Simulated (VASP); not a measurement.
## LiH in VASP 6.6.1, single-point calculation

INCAR

```
AMIX = 3
NSW = 0
ISMEAR = -1
PREC = Accurate
SIGMA = 0.02
ISIF = 2
LREAL = .FALSE.
NELM = 76
LCHARG = .FALSE.
ENCUT = 520
IBRION = -1
EDIFF = 1E-7
BMIX = 0.0001
LWAVE = .FALSE.
GGA = PE
LASPH = .TRUE.
IMIX = 1
NBANDS = 9
```

KPOINTS

```
KPOINTS created by Atomic Simulation Environment
0
Gamma
10 10 10
0 0 0
```

POSCAR

```
Li H
 1.0000000000000000
     0.0003000000000000    1.9814000000000001    1.9413000000000000
     1.9904999999999999   -0.0103000000000000    1.9519000000000000
     1.9797000000000000    1.9812000000000001    0.0005000000000000
 Li  H
   1   1
Cartesian
  0.0363004200000000  1.9380382399999998  1.9269129199999999
  1.9737682500000000  1.9680274200000001  1.9501473100000000
```

The recommended PBE PAW datasets give the neutral cell 4 valence electrons.

Command

```
mpirun -np 1 vasp_std
```

OSZICAR

```
N       E                     dE             d eps       ncg     rms          rms(c)
DAV:   1    -0.134225784491E+01   -0.13423E+01   -0.14852E+03  9240   0.411E+02
DAV:   2    -0.629082620960E+01   -0.49486E+01   -0.48883E+01 12736   0.564E+01
DAV:   3    -0.636551538674E+01   -0.74689E-01   -0.74654E-01 11011   0.579E+00
DAV:   4    -0.636590293818E+01   -0.38755E-03   -0.38750E-03 12492   0.353E-01
DAV:   5    -0.636590476941E+01   -0.18312E-05   -0.18312E-05 11108   0.161E-02    0.291E+00
DAV:   6    -0.860523391038E+01   -0.22393E+01   -0.11622E+01  9750   0.117E+01    0.905E+00
DAV:   7    -0.338892551582E+02   -0.25284E+02   -0.93621E+01  9837   0.282E+01    0.283E+01
DAV:   8    -0.329917936667E+03   -0.29603E+03   -0.11796E+03  9602   0.140E+02    0.740E+01
DAV:   9    -0.236674067548E+04   -0.20368E+04   -0.81832E+03 14321   0.136E+02    0.209E+02
```

Standard output (part)

```
POSCAR found type information on POSCAR LiH
 POSCAR found :  2 types and       2 ions
 LDA part: xc-table for (Slater+PW92), standard interpolation
 POSCAR, INCAR and KPOINTS ok, starting setup
 WAVECAR not read
 entering main loop
|     EEEEEEE  RRRRRR   RRRRRR   OOOOOOO  RRRRRR      ###     ###     ###     |
|     E        R     R  R     R  O     O  R     R     ###     ###     ###     |
|     E        R     R  R     R  O     O  R     R     ###     ###     ###     |
|     EEEEE    RRRRRR   RRRRRR   O     O  RRRRRR       #       #       #      |
|     E        R    R   R    R   O     O  R    R      ###     ###     ###     |
|     EEEEEEE  R     R  R     R  OOOOOOO  R     R     ###     ###     ###     |
|     ERROR FEXCP: supplied Exchange-correletion table                        |
|      is too small, maximal index : 4750                                     |
|       ---->  I REFUSE TO CONTINUE WITH THIS SICK JOB ... BYE!!! <----       |
```

VASP stopped with an error.

Task: Why shouldn't this run be trusted?

Result: Mixing far too strong. VASP stopped with an error.
